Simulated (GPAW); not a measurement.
Runs of GPAW 26.7.0 on CdS (Greenockite). The structure is hexagonal, space group P6_3mc (No. 186). The conventional cell has a = 4.150 Å, b = 4.150 Å, c = 6.737 Å, α = 90.00°, β = 90.00°, γ = 120.00°. Cd (site symmetry 3m) is surrounded by 4 S at 2.53 to 2.54 Å. S (site symmetry 3m) has 4 Cd at 2.53 to 2.54 Å as nearest neighbours. 

```tsv
task	level	potentials or basis	cell	k mesh	optimizer	fmax	max steps	target pressure	ranks	gap on the mesh (eV)	pressure (GPa)	V0 of scaled cells (Å³/atom)	B0 (GPa)	largest force (eV/Å)
relaxation of cell and atoms	RPBE	the program's PAW data sets (release 1.2.1) made for this functional, pw	relaxed to 1 GPa	5 × 5 × 3	FIRE	0.01 eV/Å	60	1 GPa	-	1.24	1.0	-	-	0.01
equation of state	C09-vdW	GPAW PAW data sets (gpaw-data 1.2.1), pw	as given	5 × 5 × 3	-	-	-	-	-	-	-	25.02	61	-
equation of state	LDA	PAW data sets generated in the run's folder for this functional, pw	as given	5 × 5 × 3	-	-	-	-	-	-	-	23.79	68	-
relaxation of cell and atoms	AM05	PAW data sets generated in the run's folder for this functional, pw	relaxed	5 × 5 × 3	FIRE	0.02 eV/Å	100	-	-	1.19	0.1	-	-	0.02
single point	TB-mBJ	GPAW PAW data sets for LDA (gpaw-data 1.2.1), pw	as given	6 × 6 × 4	-	-	-	-	-	(b)	-	-	-	-
equation of state	PBEsol	PAW data sets generated in the run's folder for this functional, pw	as given	7 × 7 × 4	-	-	-	-	4	-	-	(a)	62	-
```

Alike in all rows: no spin polarisation; cutoff (eV) 600; smearing fermi-dirac 0.05 eV.

Q: Estimate the missing entries.

A: (a) 24.64; (b) 2.68.

Caveats: the cell was scaled at fixed shape and fractional positions, which overstates the stiffness of a crystal with free parameters, most of all of layers and chains (some runs); later steps reuse the first step's grids (some runs); the PAW data sets were made with another functional, which shifts forces and pressure a little (some runs); a model potential gives levels but no total energy (some runs).

A k mesh can miss the band edges, and the runs leave out spin-orbit coupling on Cd.

Runs at the PBE level aren't shown here.
